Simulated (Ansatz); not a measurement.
This run works on a generated trial structure, not on a known crystal.

Input and command of a plane-wave DFT calculation in Ansatz:

```yaml
crystal:
  lattice:
    - [-1.3835272983, 1.3835272983, 9.3428259151]
    - [1.3835272983, -1.3835272983, 9.3428259151]
    - [1.3835272983, 1.3835272983, -9.3428259151]
  atoms:
    - { symbol: Fe, position: [0.7061725073, 0.7061725073, 0.0], spin: 3.21 }
    - { symbol: Fe, position: [0.2938274927, 0.2938274927, 0.0], spin: 3.21 }
    - { symbol: Pt, position: [0.1116538629, 0.1116538629, 0.0], spin: 0.34 }
    - { symbol: Pt, position: [0.8883461371, 0.8883461371, 0.0], spin: 0.34 }
    - { symbol: Pt, position: [0.5, 0.5, 0.0] }
basis:
  ecutwfc: 420
kpoints:
  mp_grid: { grid: [18, 18, 18] }
hamiltonian:
  xc: pbe
scf:
  occupations: { method: gaussian, width: 0.1 }
output:
  forces: true
  stress: true
  eigenvalues: true
  populations: true
  write_density: true
  write_potential: true
  elf: true
  volumetric_format: npy
magnetization:
  spin_polarized: true
relax:
  adjacent_minimum: "off"
  f_tol: 0.01
  max_steps: 80
  cell: { stress_tol: 0.05 }
```

```bash
ansatz run input.yaml --threads 4 --pin off --max-ram 8192MiB --backend cpu --events-out ev --progress --plain --runs-dir out
```

Processor: AMD EPYC (Zen 3), 4 threads, on a host shared with other jobs.

Problem. Estimate time, memory and problem size.

Solution. About 12 min, peak memory 2.7 GiB. It solves 56 bands at 480 k points (after reduction by symmetry) with about 1443 plane waves (on the last cell), in 57 SCF iterations over 5 ionic steps.
